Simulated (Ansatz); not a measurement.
Crystal: Be.

```
Be
1.0
     0.00000    1.57905    1.57905
     1.57905    0.00000    1.57905
     1.57905    1.57905    0.00000
Be
1
Direct
  0.00000 0.00000 0.00000
```

The cell was built by a generator and needn't be a form met in nature.

Base run:

* Program: Ansatz 0.2.0
* Functional: LDA
* Potentials or basis: Ansatz PAW
* Cutoff: 420 eV
* Density cutoff: 1680 eV
* k mesh: 14 × 14 × 14
* Occupations: fermi-dirac, width 0.05 eV
* Spin: no spin polarisation

Its results: band gap on the k mesh none (metal or under the smearing width); pressure -6.0 GPa.

Q: The run is repeated on the same cell with these changes: functional from LDA to RPBE. What comes out?

A: Band gap on the k mesh none (metal or under the smearing width); pressure 3.1 GPa.

RPBE binds less tightly than LDA, so the same cell stands under more pressure.

Caveats: the PAW data sets come from PBE, with cores solved anew for the run's functional, which leaves a small shift of forces and pressure; the potentials were made for another functional, which shifts forces and pressure (some runs).

Not every run made on this cell is shown here.
